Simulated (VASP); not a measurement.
# InAs (F-43m) in VASP: a series of runs, part 2 of 2

VASP 6.6.1.

### 4 Single point, PBE

INCAR reads:

```
PREC = Accurate ; ENCUT = 500
EDIFF = 1E-6 ; ISMEAR = 0
SIGMA = 0.02 ; LREAL = F
LASPH = T ; NELM = 80
ALGO = Normal ; ISIF = 2
LWAVE = F ; LCHARG = F
GGA = PE ; NBANDS = 16
```

KPOINTS reads:

```
Automatic mesh
0
Gamma
  4 4 4
```

POSCAR reads:

```
InAs
1.0
    0.0000000000      3.0180000000      3.0180000000
    3.0180000000      0.0000000000      3.0180000000
    3.0180000000      3.0180000000      0.0000000000
In As
1 1
Direct
    0.0000000000      0.0000000000      0.0000000000
    0.7500000000      0.7500000000      0.7500000000
```

Potentials or basis: VASP PAW PBE potentials, release 64 (In_d_GW, As_GW).

Run with:

```console
$ cat potpaw_PBE.64/In_d_GW/POTCAR potpaw_PBE.64/As_GW/POTCAR > POTCAR
$ mpirun -np 1 vasp_std > vasp.out
```

OUTCAR:

```text
PREC = Accurate
   ENCUT = 500
   EDIFF = 1E-6
   ISMEAR = 0
   LREAL = F
   LASPH = T
   NELM = 80
   ISIF = 2
   GGA = PE

 ion  position               nearest neighbor table
   1  0.000  0.000  0.000-   2 2.61   2 2.61   2 2.61   2 2.61
   2  0.750  0.750  0.750-   1 2.61   1 2.61   1 2.61   1 2.61

  LATTYP: Found a face centered cubic cell.
 ALAT       =     6.0360000000

  Lattice vectors:

 A1 = (   0.0000000000,   3.0180000000,   3.0180000000)
 A2 = (   3.0180000000,   0.0000000000,   3.0180000000)
 A3 = (   3.0180000000,   3.0180000000,   0.0000000000)

Analysis of symmetry for initial positions (statically):
=====================================================================
 Subroutine PRICEL returns:
 Original cell was already a primitive cell.

 Routine SETGRP: Setting up the symmetry group for a
 face centered cubic supercell.

 Subroutine GETGRP returns: Found 24 space group operations
 (whereof 24 operations were pure point group operations)
 out of a pool of 48 trial point group operations.

The static configuration has the point symmetry T_d .

Analysis of symmetry for dynamics (positions and initial velocities):
=====================================================================
 Subroutine PRICEL returns:
 Original cell was already a primitive cell.

 Routine SETGRP: Setting up the symmetry group for a
 face centered cubic supercell.

 Subroutine GETGRP returns: Found 24 space group operations
 (whereof 24 operations were pure point group operations)
 out of a pool of 48 trial point group operations.

The dynamic configuration has the point symmetry T_d .

 Subroutine INISYM returns: Found 24 space group operations
 (whereof 24 operations are pure point group operations),
 and found     1 'primitive' translations

----------------------------------------------------------------------------------------

                                     Primitive cell

  volume of cell :      54.9778

  direct lattice vectors                    reciprocal lattice vectors
     0.000000000  3.018000000  3.018000000    -0.165672631  0.165672631  0.165672631
     3.018000000  0.000000000  3.018000000     0.165672631 -0.165672631  0.165672631
     3.018000000  3.018000000  0.000000000     0.165672631  0.165672631 -0.165672631

  length of vectors
     4.268096531  4.268096531  4.268096531     0.286953414  0.286953414  0.286953414

  position of ions in fractional coordinates (direct lattice)
     0.000000000  0.000000000  0.000000000
     0.750000000  0.750000000  0.750000000

  ion indices of the primitive-cell ions
   primitive index   ion index
                 1           1
                 2           2

----------------------------------------------------------------------------------------

 KPOINTS: Automatic mesh

Automatic generation of k-mesh.
 Grid dimensions read from file:
 generate k-points for:    4    4    4

 Generating k-lattice:

  Cartesian coordinates                     Fractional coordinates (reciprocal lattice)
    -0.041418158  0.041418158  0.041418158     0.250000000  0.000000000  0.000000000
     0.041418158 -0.041418158  0.041418158     0.000000000  0.250000000  0.000000000
     0.041418158  0.041418158 -0.041418158     0.000000000  0.000000000  0.250000000

  Length of vectors
     0.071738354  0.071738354  0.071738354

  Shift w.r.t. Gamma in fractional coordinates (k-lattice)
     0.000000000  0.000000000  0.000000000

 Subroutine IBZKPT returns following result:
 ===========================================

 Found      8 irreducible k-points:

 Following reciprocal coordinates:
            Coordinates               Weight
  0.000000  0.000000  0.000000      1.000000
  0.250000  0.000000  0.000000      8.000000
  0.500000  0.000000  0.000000      4.000000
  0.250000  0.250000  0.000000      6.000000
  0.500000  0.250000  0.000000     24.000000
 -0.250000  0.250000  0.000000     12.000000
  0.500000  0.500000  0.000000      3.000000
 -0.250000  0.500000  0.250000      6.000000
   k-points           NKPTS =      8   k-points in BZ     NKDIM =      8   number of bands    NBANDS=     16
   number of dos      NEDOS =    301   number of ions     NIONS =      2
   total plane-waves  NPLWV =  32768
   dimension x,y,z NGX =    32 NGY =   32 NGZ =   32
   dimension x,y,z NGXF=    64 NGYF=   64 NGZF=   64
   ions per type =               1   1
   NGX,Y,Z   is equivalent  to a cutoff of  12.46, 12.46, 12.46 a.u.
   NGXF,Y,Z  is equivalent  to a cutoff of  24.93, 24.93, 24.93 a.u.
 SYSTEM =  unknown system
   PREC   = accura    normal or accurate (medium, high low for compatibility)
   ISTART =      0    job   : 0-new  1-cont  2-samecut
   ICHARG =      2    charge: 1-file 2-atom 10-const
   ISPIN  =      1    spin polarized calculation?
   LNONCOLLINEAR =      F non collinear calculations
   LSORBIT =      F    spin-orbit coupling
   LASPH  =      T    aspherical Exc in radial PAW
   ENCUT  =  500.0 eV  36.75 Ry    6.06 a.u.   7.78  7.78  7.78*2*pi/ulx,y,z
   NELM   =     80;   NELMIN=  2; NELMDL= -5     # of ELM steps
   EDIFF  = 0.1E-05   stopping-criterion for ELM
   LREAL  =      F    real-space projection
   EDIFFG = 0.1E-04   stopping-criterion for IOM
   NSW    =      0    number of steps for IOM
   IBRION =     -1    ionic relax: 0-MD 1-quasi-New 2-CG
   NFREE  =      0    steps in history (QN), initial steepest desc. (CG)
   ISIF   =      2    stress and relaxation
   ISYM   =      2    0-nonsym 1-usesym 2-fastsym
   POTIM  = 0.5000    time-step for ionic-motion
   TEBEG  =    0.0;   TEEND  =   0.0 temperature during run
   PSTRESS=    0.0 pullay stress
   NELECT =      18.0000    total number of electrons
   NUPDOWN=      -1.0000    fix difference up-down
   EMIN   =  10.00;   EMAX   =-10.00  energy-range for DOS
   EFERMI =   0.00;   METHOD = LEGACY
   ISMEAR =     0;   SIGMA  =   0.02  broadening in eV -4-tet -1-fermi 0-gaus
   EFERMI_NEDOS =   21; number of points for ismear=-14 and -15
   IALGO  =     38    algorithm
   IMIX   =      4    mixing-type and parameters
     AMIX     =   0.40;   BMIX     =  1.00
     AMIX_MAG =   1.60;   BMIX_MAG =  1.00
  volume/ion in A,a.u.               =      27.49       185.50
  Fermi-wavevector in a.u.,A,eV,Ry     =   1.128331  2.132236 17.321990  1.273130
  Thomas-Fermi vector in A             =   2.265020
   LORBIT       =      0    0 simple, 1 ext, 2 COOP (PROOUT), +10 PAW based schemes
   GGA     = PE    functional components
   LHFCALC =     F    Hartree Fock is set to
   AEXX    =    0.0000 exact exchange contribution
   IVDW    =     0    specifies the selected vdW correction
   LEPSILON=     F    determine dielectric tensor
   LRPA    =     F    only Hartree local field effects (RPA)
 non-spin polarized calculation
 Gauss-broadening in eV      SIGMA  =   0.02
  energy-cutoff  :      500.00
  volume of cell :       54.98
 maximum number of plane-waves:      1411
   NGX = 15   NGY = 15   NGZ = 15

 number of electron      17.9999991 magnetization

 Free energy of the ion-electron system (eV)
  ---------------------------------------------------
  ext. energy  EPLUGINS =         0.00000000
  ---------------------------------------------------
  free energy    TOTEN  =        -7.53928299 eV

  energy without entropy =       -7.53880092  energy(sigma->0) =       -7.53904196

 E-fermi :   3.5879     XC(G=0):  -9.1072

 val. band max:        3.5818369179   @ k =   0.0000   0.0000   0.0000
 cond. band min:       4.5295166029   @ k =   0.5000   0.0000   0.0000
 fundamental gap:      0.9476796850
 Fermi energy:         3.5879281403

 k-point     1 :       0.0000    0.0000    0.0000
  band No.  band energies     occupation
      1     -10.8714      2.00000
      2     -10.8714      2.00000
      3     -10.8714      2.00000
      4     -10.7453      2.00000
      5     -10.7453      2.00000
      6      -8.3164      2.00000
[... 8 lines left out ...]
     15      13.2544      0.00000
     16      13.2544      0.00000
[... 115 lines left out ...]
 k-point     8 :      -0.2500    0.5000    0.2500
  band No.  band energies     occupation
      1     -11.0296      2.00000
      2     -10.8210      2.00000
      3     -10.7961      2.00000
      4     -10.7609      2.00000
      5     -10.7367      2.00000
      6      -6.2228      2.00000
[... 8 lines left out ...]
     15      15.2654      0.00000
     16      15.4485      0.00000

------------------------ aborting loop because EDIFF is reached ----------------------------------------

  FORCE on cell =-STRESS in cart. coord.  units (eV):
  Direction    XX          YY          ZZ          XY          YZ          ZX
  --------------------------------------------------------------------------------------
  -------------------------------------------------------------------------------------
  Total        1.6777669      1.6777669      1.6777669      0.0000000      0.0000000      0.0000000
  in kB       48.8938814     48.8938814     48.8938814      0.0000000      0.0000000      0.0000000
  external PRESSURE =      48.8938814 kB  Pullay stress =       0.0000000 kB

 VOLUME and BASIS-vectors are now :
 -----------------------------------------------------------------------------
  energy-cutoff  :      500.00
  volume of cell :       54.98
      direct lattice vectors                 reciprocal lattice vectors
     0.000000000  3.018000000  3.018000000    -0.165672631  0.165672631  0.165672631
     3.018000000  0.000000000  3.018000000     0.165672631 -0.165672631  0.165672631
     3.018000000  3.018000000  0.000000000     0.165672631  0.165672631 -0.165672631

 POSITION                                       TOTAL-FORCE (eV/Angst)
 -----------------------------------------------------------------------------------
      0.00000      0.00000      0.00000        -0.000000     -0.000000     -0.000000
      4.52700      4.52700      4.52700         0.000000      0.000000      0.000000
 -----------------------------------------------------------------------------------
    total drift:                                0.000000      0.000000      0.000000

  FREE ENERGIE OF THE ION-ELECTRON SYSTEM (eV)
  ---------------------------------------------------
  free  energy   TOTEN  =        -7.5392829918 eV

  energy  without entropy=       -7.5388009221  energy(sigma->0) =       -7.53904196
```

Run time: 11 s. Hardware: 1 thread of Intel Xeon Platinum 8488C (Sapphire Rapids), shared host; peak memory 0.18 GiB.

Results:

* Free energy: -7.5393 eV
* Pressure: 4.9 GPa
* Band gap on the k mesh: none (metal or under the smearing width)

Levels at points of the mesh, in eV from the Fermi level:
| k point | band 7 | band 8 | band 9 | band 10 | band 11 | band 12 |
| --- | --- | --- | --- | --- | --- | --- |
| (0.00, 0.00, 0.00) | -0.19 | -0.01 | -0.01 | -0.01 | 3.88 | 3.88 |
| (0.50, 0.00, 0.00) | -5.82 | -1.01 | -1.01 | 0.94 | 4.65 | 4.65 |
| (0.50, 0.50, 0.00) | -5.89 | -2.36 | -2.36 | 1.51 | 2.04 | 9.22 |

Caveat: the k mesh is coarse (spacing up to 0.45 Å⁻¹), so the values aren't converged; this crystal is a semiconductor, whose small gap the functional closes, so the metal is an error of the method.

### 5 Single point, PBE

INCAR reads:

```
PREC     = Accurate       # precision mode
ENCUT    = 500            # plane-wave cutoff, eV
EDIFF    = 1E-6           # SCF threshold, eV
ISMEAR   = 0              # smearing method
SIGMA    = 0.02           # smearing width, eV
LREAL    = False          # projectors in reciprocal space
LASPH    = True           # aspherical terms in the spheres
NELM     = 60             # most SCF steps
ALGO     = Fast           # electronic algorithm
ISIF     = 2              # what is computed and relaxed
LWAVE    = False          # write WAVECAR
LCHARG   = False          # write CHGCAR
GGA      = PE             # functional
```

KPOINTS reads:

```
regular mesh
0
Gamma
  4 4 4
```

POSCAR is that of step 4.

Run with:

```console
$ cat potpaw_PBE.64/In_d_GW/POTCAR potpaw_PBE.64/As_GW/POTCAR > POTCAR
$ mpirun -np 1 vasp_std > vasp.out
```

It took 15 s on 1 thread of Intel Xeon 6975P-C (Granite Rapids), shared host; peak memory 0.18 GiB.

Results (log left out):

| Item | Value |
| --- | --- |
| Free energy | -7.5393 eV |
| Pressure | 4.9 GPa |
| Band gap on the k mesh | none (metal or under the smearing width) |

Levels at points of the mesh, in eV from the Fermi level:
| k point | band 6 | band 7 | band 8 | band 9 | band 10 | band 11 | band 12 | band 13 |
| --- | --- | --- | --- | --- | --- | --- | --- | --- |
| (0.00, 0.00, 0.00) | -11.90 | -0.19 | -0.01 | -0.01 | -0.01 | 3.88 | 3.88 | 3.88 |
| (0.50, 0.00, 0.00) | -10.41 | -5.82 | -1.01 | -1.01 | 0.94 | 4.65 | 4.65 | 6.84 |
| (0.50, 0.50, 0.00) | -9.86 | -5.89 | -2.36 | -2.36 | 1.51 | 2.04 | 9.24 | 9.28 |

Caveat: the k mesh is coarse (spacing up to 0.45 Å⁻¹), so the values aren't converged; this crystal is a semiconductor, whose small gap the functional closes, so the metal is an error of the method.

### 6 Single point, HF+D3

run.py reads:

```python
from ase.calculators.vasp import Vasp
from ase.dft.bandgap import bandgap
from ase.io import read

atoms = read('InAs.cif', primitive_cell=True, subtrans_included=False)
calc = Vasp(
    directory='calc',
    xc='hf',
    pp='PBE',
    setups='recommended',
    pp_version='54',
    prec='Accurate',
    encut=520,
    ediff=1e-06,
    ismear=-1,
    sigma=0.02,
    lreal=False,
    lasph=True,
    nelm=80,
    algo='Normal',
    isif=2,
    lwave=False,
    lcharg=False,
    precfock='Normal',
    hfrcut=-1,
    ivdw=11,
    kpts=[4, 4, 4],
    gamma=True,
)
atoms.calc = calc

print('energy (eV):', atoms.get_potential_energy())
print('free energy (eV):', atoms.get_potential_energy(force_consistent=True))
print('forces (eV/A):')
print(atoms.get_forces())
print('stress (eV/A^3, Voigt):', atoms.get_stress())
print('Fermi level (eV):', calc.get_fermi_level())
gap, top, bottom = bandgap(calc)
print('band gap (eV):', gap, 'from (spin, k, band)', top, 'to', bottom)
```

InAs.cif reads:

```cif
data_InAs
_cell_length_a 6.03600000
_cell_length_b 6.03600000
_cell_length_c 6.03600000
_cell_angle_alpha 90.00000000
_cell_angle_beta 90.00000000
_cell_angle_gamma 90.00000000
_space_group_name_H-M_alt 'F-43m'
_space_group_name_Hall 'F -4 2 3'
_space_group_IT_number 216
loop_
_space_group_symop_operation_xyz
'x,y,z'
'y,-x,-z'
'-x,-y,z'
'-y,x,-z'
'x,-y,-z'
'y,x,z'
'-x,y,-z'
'-y,-x,z'
'z,x,y'
'-z,y,-x'
'z,-x,-y'
'-z,-y,x'
'-z,x,-y'
'z,y,x'
'-z,-x,y'
'z,-y,-x'
'y,z,x'
'-x,-z,y'
'-y,z,-x'
'x,-z,-y'
'-y,-z,x'
'x,z,y'
'y,-z,-x'
'-x,z,-y'
'x,y+1/2,z+1/2'
'y,-x+1/2,-z+1/2'
'-x,-y+1/2,z+1/2'
'-y,x+1/2,-z+1/2'
'x,-y+1/2,-z+1/2'
'y,x+1/2,z+1/2'
'-x,y+1/2,-z+1/2'
'-y,-x+1/2,z+1/2'
'z,x+1/2,y+1/2'
'-z,y+1/2,-x+1/2'
'z,-x+1/2,-y+1/2'
'-z,-y+1/2,x+1/2'
'-z,x+1/2,-y+1/2'
'z,y+1/2,x+1/2'
'-z,-x+1/2,y+1/2'
'z,-y+1/2,-x+1/2'
'y,z+1/2,x+1/2'
'-x,-z+1/2,y+1/2'
'-y,z+1/2,-x+1/2'
'x,-z+1/2,-y+1/2'
'-y,-z+1/2,x+1/2'
'x,z+1/2,y+1/2'
'y,-z+1/2,-x+1/2'
'-x,z+1/2,-y+1/2'
'x+1/2,y,z+1/2'
'y+1/2,-x,-z+1/2'
'-x+1/2,-y,z+1/2'
'-y+1/2,x,-z+1/2'
'x+1/2,-y,-z+1/2'
'y+1/2,x,z+1/2'
'-x+1/2,y,-z+1/2'
'-y+1/2,-x,z+1/2'
'z+1/2,x,y+1/2'
'-z+1/2,y,-x+1/2'
'z+1/2,-x,-y+1/2'
'-z+1/2,-y,x+1/2'
'-z+1/2,x,-y+1/2'
'z+1/2,y,x+1/2'
'-z+1/2,-x,y+1/2'
'z+1/2,-y,-x+1/2'
'y+1/2,z,x+1/2'
'-x+1/2,-z,y+1/2'
'-y+1/2,z,-x+1/2'
'x+1/2,-z,-y+1/2'
'-y+1/2,-z,x+1/2'
'x+1/2,z,y+1/2'
'y+1/2,-z,-x+1/2'
'-x+1/2,z,-y+1/2'
'x+1/2,y+1/2,z'
'y+1/2,-x+1/2,-z'
'-x+1/2,-y+1/2,z'
'-y+1/2,x+1/2,-z'
'x+1/2,-y+1/2,-z'
'y+1/2,x+1/2,z'
'-x+1/2,y+1/2,-z'
'-y+1/2,-x+1/2,z'
'z+1/2,x+1/2,y'
'-z+1/2,y+1/2,-x'
'z+1/2,-x+1/2,-y'
'-z+1/2,-y+1/2,x'
'-z+1/2,x+1/2,-y'
'z+1/2,y+1/2,x'
'-z+1/2,-x+1/2,y'
'z+1/2,-y+1/2,-x'
'y+1/2,z+1/2,x'
'-x+1/2,-z+1/2,y'
'-y+1/2,z+1/2,-x'
'x+1/2,-z+1/2,-y'
'-y+1/2,-z+1/2,x'
'x+1/2,z+1/2,y'
'y+1/2,-z+1/2,-x'
'-x+1/2,z+1/2,-y'
loop_
_atom_site_label
_atom_site_type_symbol
_atom_site_symmetry_multiplicity
_atom_site_Wyckoff_symbol
_atom_site_fract_x
_atom_site_fract_y
_atom_site_fract_z
_atom_site_occupancy
In1 In 4 a 0.0000000000 0.0000000000 0.0000000000 1
As1 As 4 c 0.2500000000 0.2500000000 0.2500000000 1
```

Potentials or basis: VASP PAW PBE potentials, release 54 (In_d, As).

Run with:

```console
$ python run.py
```

Wall time 13 min (1 thread of Intel Xeon Platinum 8488C (Sapphire Rapids), shared host); peak memory 0.17 GiB.

Results (log left out):

```
Free energy                : -16.2408 eV
Pressure                   : 1.1 GPa
Band gap on the k mesh     : 6.36 eV, direct
Dispersion energy per atom : -0.433 eV
```

Levels at points of the mesh, in eV from the valence-band top:
```csv
k point,band 7,band 8,band 9,band 10,band 11,band 12
"(0.00, 0.00, 0.00)",0.00,0.00,0.00,6.36,10.29,10.29
"(0.50, 0.00, 0.00)",-7.69,-1.32,-1.32,7.21,11.09,11.09
"(0.50, 0.50, 0.00)",-7.71,-3.13,-3.13,7.16,8.05,17.09
```

Caveat: the k mesh is coarse (spacing up to 0.45 Å⁻¹), so the values aren't converged, least of all with exact exchange; the PAW data sets were made with another functional, which shifts forces and pressure a little; spin-orbit coupling is left out, which moves the levels of the heavy elements.

### 7 The runs side by side

```tsv
task	level	potentials or basis	cell	k mesh	cutoff (eV)	smearing	grid for exact exchange (PRECFOCK)	exchange at q = 0	mesh quality	gap on the mesh (eV)	pressure (GPa)
single point	PBE	VASP PAW PBE potentials, release 64 (In_d, As)	as given	8 × 8 × 8	520	gaussian 0.014 eV	-	-	not flagged	none	4.4
relaxation of cell and atoms	PBE0	VASP PAW PBE potentials, release 64 (In_d, As)	relaxed	4 × 4 × 4	600	fermi-dirac 0.05 eV	Normal	truncated	coarse	1.06	-0.1
single point	PBE	VASP PAW PBE potentials, release 64 (In_d_GW, As_GW)	as given	4 × 4 × 4	500	gaussian 0.02 eV	-	-	coarse	none	4.9
single point	HF+D3	VASP PAW PBE potentials, release 54 (In_d, As)	as given	4 × 4 × 4	520	fermi-dirac 0.02 eV	Normal	truncated	coarse	6.36	1.1
```

Alike in all rows: no spin polarisation.

Caveats: some runs use coarse meshes; this crystal is a semiconductor, whose small gap the functional closes, so the metal is an error of the method (some runs); the PAW data sets were made with another functional, which shifts forces and pressure a little (some runs); spin-orbit coupling is left out, which moves the levels of the heavy elements (some runs).

Absolute energies hang on the potentials; compare differences alone.

### 8 Comparison with measurements

Step 2. A measured gap of InAs is 0.418 eV (direct; 4.2 K; a printed reference work, data compilation); the calculated 0.00 eV misses it by -0.42 eV. Spin-orbit coupling on As, In is left out. The value is that of PBE on a finite k mesh, which can miss the band edges, without temperature or zero-point motion. Semilocal functionals fall short of measured gaps as a rule.
